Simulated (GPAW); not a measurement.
The system is MgB2.

```
CELL_PARAMETERS angstrom
3.08500 0.00000 0.00000
-1.54250 2.67169 0.00000
0.00000 0.00000 3.52300
ATOMIC_POSITIONS crystal
Mg 0.00000 0.00000 0.00000
B 0.66667 0.33333 0.50000
B 0.33333 0.66667 0.50000
```

- Program: GPAW 26.7.0
- Task: relaxation of cell and atoms
- Functional: PBEsol
- Potentials or basis: PAW data sets generated in the run's folder for this functional
- Cutoff: 800 eV
- Basis: pw
- k mesh: 7 × 7 × 6
- Occupations: fermi-dirac, width 0.05 eV
- Spin: no spin polarisation

At the start: pressure -3.3 GPa; volume 9.68 Å³/atom.

Task: How do energy, volume and symmetry change on relaxing?

Result: Over 3 steps the energy falls by 2.1 meV/atom and the volume is 9.48 Å³/atom (-2.0 %); space group P6/mmm (No. 191, to 0.05 Å).

The path:
```csv
step,energy change (eV),largest force (eV/Å),pressure (GPa),volume (Å³)
1,0.0000,0.0000,-3.27,29.04
2,-0.0016,0.0000,-2.83,28.96
3,-0.0062,0.0000,0.04,28.44
```

Final structure:
```
CELL_PARAMETERS angstrom
3.05892 0.00000 0.00000
-1.52946 2.64910 0.00000
0.00000 0.00000 3.51015
ATOMIC_POSITIONS crystal
Mg 0.00000 0.00000 0.00000
B 0.66667 0.33333 0.50000
B 0.33333 0.66667 0.50000
```

Caveat: later steps reuse the first step's grids.
